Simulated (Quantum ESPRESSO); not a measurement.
## Moving the dispersion correction in V

The cell as given:

```
V
1.0
     2.60429    0.00000    0.00000
    -1.30215    2.25538    0.00000
     0.00000    0.00000    4.72334
V
2
Direct
  0.33333 0.66667 0.25000
  0.66667 0.33333 0.75000
```

This isn't the form of V at room conditions, which is bcc.

Kept alike: task relaxation of cell and atoms; functional PBEsol; k mesh 10 × 10 × 5; occupations fermi-dirac, width 0.05 eV; collinear spin, ferromagnetic start. Program: Quantum ESPRESSO, GBRV 1.5 PBEsol, cutoff 612 eV. The mesh is that of the run's cell of 2 atoms. No spin-orbit coupling.

```csv
dispersion correction,volume (Å³/atom),first edge of the run's cell (Å),third edge of the run's cell (Å)
D3(zero),12.990,2.545,4.631
D3(BJ),12.862,2.539,4.607
D4,13.152,2.558,4.641
none,13.305,2.568,4.659
rVV10,13.062,2.553,4.628
```

The relaxations keep at least the cell's symmetry (P6_3/mmc). For a metal such a mesh leaves the last digits unconverged. Relaxations stop with a little pressure left, so the last digits of a volume or edge aren't settled. The moments vanished: the runs ended non-magnetic.

**Question.** What does the dispersion correction change here?

**Answer.** The volume runs from 12.862 (D3(BJ)) to 13.305 Å³/atom (none). Against no correction: D3(zero) -2.4 %; D3(BJ) -3.3 %; D4 -1.1 %; rVV10 -1.8 %. Dispersion terms mostly attract and so lower the volume; the schemes' coefficients and damping set how far. The first edge of the run's cell runs from 2.539 (D3(BJ)) to 2.568 Å (none). The third edge of the run's cell runs from 4.607 (D3(BJ)) to 4.659 Å (none).
